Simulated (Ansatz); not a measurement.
Input and command of a plane-wave DFT calculation in Ansatz:

```yaml
crystal:
  lattice:
    - [3.0040847245, 0.0, 0.0]
    - [0.0, 3.0040847245, 0.0]
    - [0.0, 0.0, 30.0204236227]
  atoms:
    - { symbol: Al, position: [0.0, 0.0, 0.2498299189] }
    - { symbol: Ru, position: [0.5, 0.5, 0.2998639351] }
    - { symbol: Al, position: [0.0, 0.0, 0.3498979514] }
    - { symbol: Ru, position: [0.5, 0.5, 0.3999319676] }
    - { symbol: Al, position: [0.0, 0.0, 0.4499659838] }
    - { symbol: Ru, position: [0.5, 0.5, 0.5] }
    - { symbol: Al, position: [0.0, 0.0, 0.5500340162] }
    - { symbol: Ru, position: [0.5, 0.5, 0.6000680324] }
    - { symbol: Al, position: [0.0, 0.0, 0.6501020486] }
    - { symbol: Ru, position: [0.5, 0.5, 0.7001360649] }
    - { symbol: Al, position: [0.0, 0.0, 0.7501700811] }
basis:
  ecutwfc: 420
kpoints:
  mp_grid: { grid: [12, 12, 1] }
hamiltonian:
  xc: pbe
scf:
  occupations: { method: gaussian, width: 0.1 }
output:
  forces: true
  stress: true
  eigenvalues: true
  write_density: true
  write_potential: true
  elf: true
  volumetric_format: npy
efield:
  axis: 3
  dipole_correction: true
  ramp_width: 0.04
```

```bash
ansatz run input.yaml --threads 1 --pin off --max-ram 2560MiB --backend cpu --events-out ev --progress --plain --runs-dir out
```

Processor: Oxide Virtual Turin-like Processor (Zen 5), 1 thread, on a host shared with other jobs.

Task: How long does it run, and how much memory does it take?

Result: About 37 s on 1 thread of Oxide Virtual Turin-like Processor (Zen 5) (shared host), peak memory 0.68 GiB. It solves 60 bands at 28 k points (the mesh reduced by symmetry) with about 5173 plane waves, in 8 SCF iterations.
